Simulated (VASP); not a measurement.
# Si: restarted molecular dynamics, 2 variants

Si, Fmmm (no. 69), 8 atoms in the cell. PBE, molecular dynamics; PAW potentials Si (PBE set).

| Restart from | Temperature at the end (K) | The same without a restart (K) | Potential energy at the end (eV/atom) | The same without a restart (eV/atom) | Electronic steps in the first step after the restart | Time (s) |
|---|---|---|---|---|---|---|
| CONTCAR with velocities, WAVECAR read | 1325.0 | 1325.0 | -4.90317 | -4.90317 | 4 | 200 |
| CONTCAR with velocities, no WAVECAR | 1325.0 | 1325.0 | -4.90317 | -4.90317 | 13 | 234 |

Limits: 120 fs of 8 atoms are too short for converged averages; the cell is only 3.3 Å across, so each atom moves in step with near copies of itself.

## Input of the first row

INCAR.step1:
```
  GGA = PE
  PREC = Normal
  ENCUT = 250
  EDIFF = 1E-6
  NELMIN = 4
  NELM = 60
  ALGO = Fast
  LREAL = Auto
  LASPH = True
  ISMEAR = -1
  SIGMA = 0.05
  ISYM = 0
  LWAVE = True
  LCHARG = False
  IBRION = 0
  NSW = 30
  POTIM = 2.0
  TEBEG = 1000
  ISIF = 2
  RANDOM_SEED = 127478 0 0
  MDALGO = 2
  SMASS = 0
  KPAR = 2
```

INCAR.step2, as INCAR.step1 but for:
```
- LWAVE = True
+ LWAVE = False
```

KPOINTS:
```
k-points
0
Monkhorst-Pack
  4 4 2
```

POSCAR.step1:
```
Si
1.0
    0.0000000000      2.6598984800      4.6432435421
    2.4222677723      0.0000000000      4.6432435421
    4.8445355446      5.3197969600      0.0000000000
Si
8
Direct
    0.2202307000      0.2202307000      0.3898846500
    0.2202307000      0.2202307000      0.8898846500
    0.7797693000      0.7797693000      0.1101153500
    0.7797693000      0.7797693000      0.6101153500
    0.2726057200      0.7273942800      0.1363028600
    0.2726057200      0.7273942800      0.6363028600
    0.7273942800      0.2726057200      0.3636971400
    0.7273942800      0.2726057200      0.8636971400
```

Commands (each step's output is kept before the next begins):
```
cat potpaw_PBE.64/Si/POTCAR > POTCAR
cp INCAR.step1 INCAR
cp POSCAR.step1 POSCAR
mpirun -np 2 vasp_std > vasp.out
cp CONTCAR POSCAR
cp INCAR.step2 INCAR
mpirun -np 2 vasp_std > vasp.out
```

Changes of the last row against the first:
```
(step 1)
- LWAVE = True
+ LWAVE = False
```

VASP 6.6.1 took 200 s on 2 cores (Intel Xeon Platinum 8259CL @ 2.50GHz (Skylake/Cascade Lake)), a shared host.
